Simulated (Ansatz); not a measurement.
A crystal relaxed with r2SCAN in Ansatz 0.2.0 has space group I-42d (No. 122) and a = 5.694 Å, c = 10.484 Å.

```csv
atom,site,x,y,z
Xx,4a,0.0000,0.5000,0.2500
Si,4b,0.5000,0.5000,0.0000
P,8d,0.7038,0.7500,0.1250
```

r2SCAN gives a direct gap of 1.61 eV at Γ. HSE06 gives a direct gap of 2.01 eV at Γ. Meshes: r2SCAN 6×6×6, HSE06 4×4×4.

Task: Which element is Xx?
A. Zn
B. Cd
C. Hg
D. Mg

Result: B. Xx is Cd: CdSiP2 (I-42d) from a database structure. Around Cd lie 4 P at 2.57 Å; around Si lie 4 P at 2.26 Å; around P lie 2 Si at 2.26 Å and 2 Cd at 2.57 Å.

The values are computed, spin-unpolarised, and not measurements.

The runs are scalar-relativistic, without spin-orbit coupling.

The meshes of the hybrids are coarse, so their gaps aren't converged to the digits shown.
